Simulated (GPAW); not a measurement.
# GaAs (F-43m) in GPAW: further runs, part 3 of 3

GPAW 26.7.0.

## (5) Optical spectrum by the Bethe-Salpeter equation, RPBE

Contents of run.py:

```python
import numpy as np
from ase.dft.bandgap import bandgap
from ase.io import read, write
from gpaw import GPAW, PW, setup_paths
from gpaw.response.bse import BSE

setup_paths.insert(0, '.')

atoms = read('GaAs.cif')

calc = GPAW(mode=PW(400),
            xc='RPBE',
            kpts={'size': (7, 7, 7), 'gamma': True},
            occupations={'name': 'fermi-dirac', 'width': 0.05},
            nbands=11,
            convergence={'density': 1e-06},
            maxiter=60,
            txt='gpaw.txt')
atoms.calc = calc
energy = atoms.get_potential_energy()
calc.write('gs.gpw')
write('result.traj', atoms)
print(f'Energy: {energy:.6f} eV')
print('Fermi level:', round(calc.get_fermi_level(), 4), 'eV')
print(f'Gap: {bandgap(calc)[0]:.4f} eV, direct: {bandgap(calc, direct=True)[0]:.4f} eV')

dense = calc.fixed_density(kpts={'size': (8, 8, 8), 'gamma': True},
                           nbands=50, convergence={'bands': 44, 'eigenstates': 1e-7},
                           update_fermi_level=True, txt='dense.txt')
dense.write('dense.gpw', mode='all')
gap = bandgap(dense, direct=True)[0]
print(f'Direct gap on the dense mesh: {gap:.4f} eV')

bse = BSE('dense.gpw',
          ecut=80,
          valence_bands=range(2, 4),
          conduction_bands=range(4, 5),
          nbands=44,
          mode='BSE',
          integrate_gamma='reciprocal',
          direction=0,
          txt='bse.txt',
          eshift=1.07)
bse.get_dielectric_function(w_w=np.linspace(0, 11, 221), eta=0.05, filename='bse.csv', write_eig='eig.dat')
_, energies, weights = np.loadtxt('eig.dat', unpack=True)
bright = energies[weights > 1e-3 * weights.max()]
print(f'Lowest exciton {energies.min():.4f} eV, lowest bright one {bright.min():.4f} eV')
```

Contents of GaAs.cif:

```cif
data_GaAs
_cell_length_a 3.99776961
_cell_length_b 3.99776961
_cell_length_c 3.99776961
_cell_angle_alpha 60.00000000
_cell_angle_beta 60.00000000
_cell_angle_gamma 60.00000000
_space_group_name_H-M_alt 'P1'
_space_group_name_Hall 'P 1'
_space_group_IT_number 1
loop_
_space_group_symop_operation_xyz
'x,y,z'
loop_
_atom_site_label
_atom_site_type_symbol
_atom_site_symmetry_multiplicity
_atom_site_Wyckoff_symbol
_atom_site_fract_x
_atom_site_fract_y
_atom_site_fract_z
_atom_site_occupancy
As1 As 1 a 0.7500000000 0.7500000000 0.7500000000 1
Ga1 Ga 1 a 0.0000000000 0.0000000000 0.0000000000 1
```

Potentials or basis: PAW data sets generated in the run's folder for this functional, pw.

Launch:

```bash
gpaw-setup -x -f RPBE As Ga
OMP_NUM_THREADS=1 python run.py
```

gpaw.txt:

```text
__  _  _
 | _ |_)|_||  |
 |__||  | ||/\| - 26.7.0

Input parameters:
  mode=PW(ecut=400.0),
  convergence={'density': 1e-06},
  kpts=MonkhorstPack(size=(7, 7, 7), gamma=True),
  maxiter=60,
  nbands=11,
  occupations=Occupations(name='fermi-dirac', width=0.05),
  xc=XC(name='RPBE')

Diagonalizing LCAO Hamiltonian
Converting LCAO to pw mode

                         As

       Ga

Atoms  # Å, Bohr magnetons
|   | symbol |        x |        y |        z |    initial magnetic moments |
|---|--------|----------|----------|----------|-----------------------------|
| 0 |     As | 5.996654 | 3.462170 | 2.448124 | ( 0.0000,  0.0000,  0.0000) |
| 1 |     Ga | 0.000000 | 0.000000 | 0.000000 | ( 0.0000,  0.0000,  0.0000) |

Unit cell  # Å
| periodic |        x |        y |        z |  lengths |    angles |
|----------|----------|----------|----------|----------|-----------|
|      yes | 3.997770 | 0.000000 | 0.000000 | 3.997770 | 60.000000 |
|      yes | 1.998885 | 3.462170 | 0.000000 | 3.997770 | 60.000000 |
|      yes | 1.998885 | 1.154057 | 3.264165 | 3.997770 | 60.000000 |

Number of symmetries: 24
Symmetry operations  # r_c * U_cc + t_c -> r_c
|    | kind |            matrix            |
|----|------|------------------------------|
|  0 |  E   |  1, 0, 0,  0, 1, 0,  0, 0, 1 |
|  1 |  σ   |  1, 0, 0,  0, 0, 1,  0, 1, 0 |
|  2 |  σ   |  1, 0,-1,  0, 1,-1,  0, 0,-1 |
|  3 |  C3  |  1, 0,-1,  0, 0,-1,  0, 1,-1 |
|  4 |  C3  |  1,-1, 0,  0,-1, 1,  0,-1, 0 |
|  5 |  σ   |  1,-1, 0,  0,-1, 0,  0,-1, 1 |
|  6 |  σ   |  0, 1, 0,  1, 0, 0,  0, 0, 1 |
|  7 |  C3  |  0, 1, 0,  0, 0, 1,  1, 0, 0 |
|  8 |  C2  |  0, 1,-1,  1, 0,-1,  0, 0,-1 |
|  9 |  S4  |  0, 1,-1,  0, 0,-1,  1, 0,-1 |
| 10 |  C3  |  0, 0, 1,  1, 0, 0,  0, 1, 0 |
| 11 |  σ   |  0, 0, 1,  0, 1, 0,  1, 0, 0 |
| 12 |  S4  |  0, 0,-1,  1, 0,-1,  0, 1,-1 |
| 13 |  C3  |  0, 0,-1,  0, 1,-1,  1, 0,-1 |
| 14 |  S4  |  0,-1, 1,  1,-1, 0,  0,-1, 0 |
| 15 |  C2  |  0,-1, 1,  0,-1, 0,  1,-1, 0 |
| 16 |  C3  |  0,-1, 0,  1,-1, 0,  0,-1, 1 |
| 17 |  S4  |  0,-1, 0,  0,-1, 1,  1,-1, 0 |
| 18 |  S4  | -1, 1, 0, -1, 0, 1, -1, 0, 0 |
| 19 |  C3  | -1, 1, 0, -1, 0, 0, -1, 0, 1 |
| 20 |  C3  | -1, 0, 1, -1, 1, 0, -1, 0, 0 |
| 21 |  S4  | -1, 0, 1, -1, 0, 0, -1, 1, 0 |
| 22 |  σ   | -1, 0, 0, -1, 1, 0, -1, 0, 1 |
| 23 |  C2  | -1, 0, 0, -1, 0, 1, -1, 1, 0 |

BZ-sampling:
  Number of BZ points: 343
  Number of IBZ points: 20

  Monkhorst-Pack size: [7, 7, 7]
  Monkhorst-Pack shift: [0, 0, 0]

K-points  # in reciprocal-cell coordinates
[... 58 lines left out ...]
    |    p |        |      22.048 |    1.058 |
    |    d |        |       0.000 |    1.058 |

    Using partial waves for As as LCAO basis

  Ga:
    name:    Gallium
    Z:       31.0
    valence: 3
    core:    28
    charge:  0.0  # [|e|]
    compensation charges:
      type: gauss
      rc: 0.37  # [Å]
      lmax: 2
    cutoffs:
      filter: 2.06  # [Å]
      core: 4.17  # [Å]
    projectors
    | kind |    occ | energy [eV] | rcut [Å] |
    |------|--------|-------------|----------|
    |   4s |  2.000 |      -8.878 |    1.164 |
    |   4p |  1.000 |      -2.543 |    1.164 |
    |    s |        |      18.334 |    1.164 |
    |    p |        |      24.668 |    1.164 |
    |    d |        |       0.000 |    1.164 |

    Using partial waves for Ga as LCAO basis

Reference energy: -114399.798088  # eV

eigensolver:
  PPCG
  Converge bands: occupied
  niter=2

density mixing:
  MSR1-Mixer
  Pratt-step length: 0.05
  Maximum mixing coefficient: 0.75
  Old densities: 10
  SVD Regularization: 0.005
  Good broyden scale: 1.0
  Trust region scale: 1.0
  Backstep threshold: 4.0
  History deletion threshold: 6.0
  Fourier metric: weight=20.0, sigma=0.015

occupation numbers:
  Fermi-Dirac:
    width: 0.0500  # eV

poisson solver:
  ecut: 3200.0  # eV

xc functional:
  name: RPBE with 2 nearest neighbor stencil

convergence criteria:
- Maximum integral of absolute [dens]ity change: 1e-06 electrons / valence electron
- Maximum [total energy] change in last 3 cyles: 0.0005 eV / valence electron
- Maximum integral of absolute [eigenst]ate change: 4e-08 eV^2 / valence electron
maximum number of iterations: 60

SCF iterations
|iter     | |      energy | eigst |  dens |
|---------|-|-------------|-------|-------|
|iter:   1| |   -7.572272 | -0.66 |       |
|iter:   2| |   -7.557094 | -3.05 | -0.89 |
|iter:   3| |   -7.506656 | -2.15 | -0.92 |
|iter:   4| |   -7.511555 | -3.64 | -1.51 |
|iter:   5| |   -7.512323 | -4.47 | -2.02 |
|iter:   6| |   -7.512376c| -5.71 | -2.74 |
|iter:   7| |   -7.512377c| -7.18 | -3.50 |
|iter:   8| |   -7.512377c| -8.23c| -4.15 |
|iter:   9| |   -7.512377c| -8.31c| -4.99 |
|iter:  10| |   -7.512377c| -8.52c| -5.39 |
|iter:  11| |   -7.512377c|-10.16c| -6.45c|

Converged in 11 steps
Energy contributions relative to reference atoms: (reference = -114399.798088)

Energy contributions:
  Kinetic:          27.329886
  Coulomb:         -24.020018
  Zero:              0.010208
  External:          0.000000
  Xc:              -10.832451
  Entropy:          -0.000007
  Spinorbit:         0.000000
  ----------------------------
  Free energy:      -7.512381
  Extrapolated:     -7.512377

dipole moment: (-15.429678, -8.908329, -6.299140)  # |e|*Ang

Fermi level: 5.413
Eigenvalues  # (at kpt = [0.000, 0.000, 0.000])
| band index |      eig [eV] | occ [0-2] |
|------------|---------------|-----------|
|          0 |        -7.627 |     2.000 |
|          1 |         5.031 |     1.999 |
|          2 |         5.031 |     1.999 |
|          3 |         5.031 |     1.999 |
|          4 |         5.740 |     0.003 |
|          5 |         8.829 |     0.000 |
|          6 |         8.829 |     0.000 |
|          7 |         8.829 |     0.000 |
|          8 |        12.902 |     0.000 |
|          9 |        15.088 |     0.000 |
|         10 |        15.088 |     0.000 |

Gap: 0.709 eV
Transition (v -> c):
  (s=0, k=0, n=3, [0.00, 0.00, 0.00]) -> (s=0, k=0, n=4, [0.00, 0.00, 0.00])
No difference between direct/indirect transitions
# Writing to gs.gpw (mode='')
```

chi0.txt:

```text
FrequencyDescriptor(from 0.000 to 0.000 eV, 1 points)
FrequencyDescriptor(from 0.000 to 0.000 eV, 1 points)

Calculating chi0 body with:
    Ground state adapter containing:
    Number of spins: 1
    Number of kpoints: 512
    Number of irreducible kpoints: 29
    Number of completely occupied states: 1
    Number of partially occupied states: 5
[... 11 lines left out ...]
Symmetries of q_c:
    Direct symmetries (Uq -> q): 24
    Indirect symmetries (TUq -> q): 24
In total 48 allowed symmetries.

[... 31 lines left out ...]
    Number of irreducible kpoints: 29
    Number of completely occupied states: 1
    Number of partially occupied states: 5
[... 16 lines left out ...]
Integral kind: response function

Finished calculating chi0

[... 26 further blocks of this kind ...]
Calculating chi0 body with:
    Ground state adapter containing:
    Number of spins: 1
    Number of kpoints: 512
    Number of irreducible kpoints: 29
    Number of completely occupied states: 1
    Number of partially occupied states: 5
[... 16 lines left out ...]
Integral kind: response function

Finished calculating chi0
```

Run time: 33 min. Hardware: 1 thread of Arm Neoverse V1, shared host; peak memory 0.34 GiB.

What came out:

| Item | Value |
| --- | --- |
| Free energy | -7.5124 eV |
| Band gap on the k mesh, mean-field level | 0.71 eV, direct |
| Exciton binding energy | 0.06 eV |

Lowest exciton energies (eV): 1.71, 1.71, 2.94, 2.94, 2.94, 2.96, 2.96, 2.96

Caveat: the band lists can cut through equal levels, which moves peak heights; on so coarse a mesh excitons come out too strongly bound; on this mesh the treatment of q = 0 moves the result by about a tenth of an eV; the long-wavelength limit can be off by a per cent or two; the static dielectric constant lacks the antiresonant part and is too small; spectra need much finer meshes, so this one isn't converged.

## (6) Comparison with measurements

Step 2. Against the measured gap of GaAs, 1.412 eV (direct; 300 K; “Evidence of valence band perturbations in GaAsN/GaAs(001): A combined variable-angle spectroscopic ellipsometry and modulated photoreflectance investigation”, 2008, arxiv:0805.2212), the calculated 0.56 eV is off by -0.85 eV. 3 values of this kind are on record (1.412 to 1.51 eV); this one was drawn at random among those near their median, those with a stated uncertainty first. The value is that of revPBE, without temperature or zero-point motion. Semilocal functionals fall short of measured gaps as a rule.

Step 4. Measured gap of GaAs: 1.418 eV (direct; 300 K; “Evidence of valence band perturbations in GaAsN/GaAs(001): A combined variable-angle spectroscopic ellipsometry and modulated photoreflectance investigation”, 2008, arxiv:0805.2212). This calculation gives 1.78 eV (+0.36 eV). 3 values of this kind are on record (1.412 to 1.51 eV); this one was drawn at random among those near their median, those with a stated uncertainty first. Spin-orbit coupling on As, Ga is left out. The value is that of G0W0 on RPBE, without temperature or zero-point motion.
